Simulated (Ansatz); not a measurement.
# A film clamped to a substrate in KBr

Theory: Ansatz 0.2.0, DFT r2SCAN, scalar-relativistic, plane waves, PAW. Cutoff 500 eV, Γ-centred 6×6×6 k-points, Gaussian smearing of 0.05 eV. No spin polarisation. Energies are free energies at this smearing, counted from the undisturbed cell; pressure is positive in compression.

The undisturbed cell (as given, not relaxed at this level; it stands at 0.2 GPa):

```xyz
2
Lattice="0.0000 3.2925 3.2925 3.2925 0.0000 3.2925 3.2925 3.2925 0.0000" Properties=species:S:1:pos:R:3 pbc="T T T"
K     0.0000    0.0000    0.0000
Br    3.2925    3.2925    3.2925
```

The cell (2 atoms, V0 = 71.39 Å³) is strained by p along both x and y and by q along z, fractional coordinates fixed. τp = (1/V0) ∂E/∂p = (σxx + σyy)(1 + p)(1 + q) and τq = (1/V0) ∂E/∂q = σzz(1 + p)², with tension positive.

| p | q | ΔE (meV/atom) | τp (GPa) | τq (GPa) |
| --- | --- | --- | --- | --- |
| 0.000 | 0.000 | 0.00 | -0.36 | -0.18 |
| -0.015 | 0.000 | 3.62 | -1.86 | -0.32 |
| 0.015 | 0.000 | 0.94 | 0.88 | -0.04 |
| 0.000 | -0.015 | 1.69 | -0.50 | -0.86 |
| 0.000 | 0.015 | 0.36 | -0.22 | 0.37 |

Question: Get the second derivatives of the energy density.

Answer: Central differences give A = ∂τp/∂p = 91 GPa (C11 + C22 + 2 C12), C = ∂τq/∂q = 41 GPa (C33) and the cross term B = ∂τq/∂p = 9.2 GPa (C13 + C23); ∂τp/∂q = 9.2 GPa must equal B, and any difference shows higher-order terms. The ions are clamped. In a cubic crystal C11 = C = 41, C12 = B/2 = 4.6 GPa and A should be 2(C11 + C12) = 91 GPa; the bulk modulus is (C11 + 2 C12)/3 = 16.7 GPa.

Question: A film of this crystal grows with z along the normal on a substrate that imposes p. How does its thickness respond, and what does the misfit cost?

Answer: Count p and q from the stress-free cell. A free surface needs τq = 0, so q = −(B/C) p = -0.22 p. The energy density left is (A − B²/C) p²/2 = M p², with the biaxial modulus M = 45 GPa; a misfit of 1 % costs 0.99 meV/atom, against 1.02 meV/atom if the thickness were held.

At p = -0.030 the energies along q are 20.5 (q = -0.030), 15.4 (q = -0.015), 12.8 (q = 0.000), 12.2 (q = 0.015), 13.4 (q = 0.030) meV/atom.

Question: Does the linear rule hold at this misfit?

Answer: A parabola through the lowest point and its neighbours has its minimum at q = 0.012, 12.2 meV/atom. With the stress left in the starting cell, τp0 and τq0, linear elasticity gives q = −(τq0 + Bp)/C = 0.011 and E = V0(τp0 p + τq0 q + Ap²/2 + Bpq + Cq²/2)/N = 11.0 meV/atom. The energies differ by more than a tenth, so the quadratic law fails here: the gap holds the anharmonic part, with some error from the wide steps. Cubic terms also shift the vertex of so wide a parabola.